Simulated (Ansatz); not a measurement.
**Strain and the gap of AgCl (zincblende)**

AgCl built on the zincblende prototype, relaxed with r2SCAN in the PAW code Ansatz. The symmetry is F-43m (No. 216, cubic); a = 5.987 Å in the conventional setting, 26.82 Å³ an atom. Around Ag lie 4 Cl at 2.59 Å; around Cl lie 4 Ag at 2.59 Å.

The axes x, y and z are those of this cell:
```yaml
crystal:
  lattice:
    - [0.00000, 2.99327, 2.99327]
    - [2.99327, 0.00000, 2.99327]
    - [2.99327, 2.99327, 0.00000]
  atoms:
    - { symbol: Ag, position: [0.00000, 0.00000, 0.00000] }
    - { symbol: Cl, position: [0.25000, 0.25000, 0.25000] }
```

Unstrained: The PBE gap is direct at Γ: 1.252 eV. The r2SCAN gap is direct at Γ: 1.647 eV. HSE06 gives a direct gap of 2.712 eV at Γ. Meshes: PBE 8×8×8, r2SCAN 8×8×8, HSE06 6×6×6. Strains are changes of length per length, and xy shears are angles. After each strain the atoms were relaxed again with r2SCAN within the symmetry that the strain leaves, so tilts or polar shifts that break it weren't tested; points keep the names that they have in the unstrained zone. Under uniaxial strain the other axes carry as much stress as the strained one: the cell is very soft in shear and may be mechanically unstable. Values at 0 K without nuclear motion; spin polarisation is off, and the phase may be a hypothetical one.

Changes of the least gap in eV (an overlap counts as a negative gap):

| strain | volume change (%) | space group | PBE | r2SCAN | HSE06 | energy rise, r2SCAN (meV/atom) |
| --- | --- | --- | --- | --- | --- | --- |
| uniaxial -2.8 % along x | -2.8 | I-4m2 | -0.057 | -0.059 | -0.065 | 2.4 |
| epitaxial -1.51 % in the xy plane, free normal strain +2.93 % | -0.2 | I-4m2 | -0.020 | -0.019 | -0.020 | 0.1 |
| xy shear, engineering strain (angle) +5.68 % | -0.1 | Imm2 | -0.043 | -0.045 | -0.047 | 0.5 |

Uniaxial -2.8 % along x, other directions held. HSE06: the gap goes from 2.712 to 2.647 eV (-0.065 eV); with r2SCAN the top three valence levels at Γ, degenerate before, become 1+2 from the top over 40 meV. Stress change with r2SCAN, compression positive: xx +1.03, yy +1.07, zz +1.07 GPa.

Epitaxial -1.51 % in the xy plane, free normal strain +2.93 %. HSE06: the gap goes from 2.712 to 2.692 eV (-0.020 eV); with r2SCAN the top three valence levels at Γ, degenerate before, become 2+1 from the top over 68 meV. Stress change with r2SCAN, compression positive: xx +0.03, yy +0.03, zz -0.01 GPa.

Xy shear, engineering strain (angle) +5.68 %. HSE06: the gap goes from 2.712 to 2.665 eV (-0.047 eV); with r2SCAN the top three valence levels at Γ, degenerate before, become 1+1+1 from the top over 121 meV. Stress change with r2SCAN, compression positive: xx -0.11, yy -0.11, zz -0.11, xy -0.12 GPa.

The runs are scalar-relativistic, without spin-orbit coupling.

The meshes of the hybrids are coarse, so their gaps aren't converged to the digits shown.

The splittings at Γ are without spin-orbit coupling, which regroups them where it is of like size or larger.
